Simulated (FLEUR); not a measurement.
# Ge: equation of state with RPBE

Crystal: Ge.

```
Ge
1.0
     0.00000    2.82891    2.82891
     2.82891    0.00000    2.82891
     2.82891    2.82891    0.00000
Ge
2
Direct
  0.75000 0.75000 0.75000
  0.50000 0.50000 0.50000
```

```
Program             : FLEUR MaX-R8.1 (later development tree)
Task                : equation of state
Functional          : RPBE
Potentials or basis : all-electron
Basis               : FLAPW
Kmax                : 4.71 1/bohr
k mesh              : 8 × 8 × 8
Occupations         : fermi-dirac, width 0.05 eV
Spin                : no spin polarisation
```

| Property | Result |
| --- | --- |
| Equilibrium volume | 24.60 Å³/atom (rough: see the caveat) |
| Bulk modulus | 53 GPa (rough) |

Energy against volume, from the lowest point:
```csv
volume (Å³/atom),energy (meV/atom)
21.281,95.73
21.733,67.72
22.639,27.82
23.545,5.53
23.997,0.00
```

Caveat: the minimum lies outside the volumes run.
